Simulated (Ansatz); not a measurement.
C$_{2}$H$_{2}$Cl$_{2}$, SMILES `Cl/C=C/Cl` at its PBE0-D4/def2-TZVP geometry, where that method's forces vanish. The species carries charge 0 and has multiplicity 1.

| atom | x (Å) | y (Å) | z (Å) |
| --- | --- | --- | --- |
| Cl1 | 1.628 | -0.835 | 1.103 |
| C2 | 0.162 | -0.080 | 0.636 |
| C3 | -0.162 | 0.080 | -0.636 |
| Cl4 | -1.628 | 0.835 | -1.103 |
| H5 | -0.462 | 0.250 | 1.455 |
| H6 | 0.462 | -0.250 | -1.455 |

(1) For each bond, give half the difference of the two atoms' forces along it (eV/Å; positive pushes the atoms apart) under PBE-D4, r2SCAN-D4, B3LYP-D4, ωB97M-V in def2-TZVPP. (Estimate.)

## Answers

(1) Computed: 
| bond | length (Å) | PBE-D4 | r2SCAN-D4 | B3LYP-D4 | ωB97M-V |
| --- | --- | --- | --- | --- | --- |
| Cl1–C2 | 1.714 | 0.08 | 0.12 | 0.35 | 0.31 |
| C2–C3 | 1.322 | 0.43 | 0.19 | -0.07 | -0.22 |
| C2–H5 | 1.082 | -0.01 | -0.14 | -0.16 | -0.10 |
| C3–Cl4 | 1.714 | 0.08 | 0.12 | 0.35 | 0.31 |
| C3–H6 | 1.082 | -0.01 | -0.14 | -0.16 | -0.10 |

B3LYP here is the variant with VWN-RPA as its local correlation; programs differ in this.
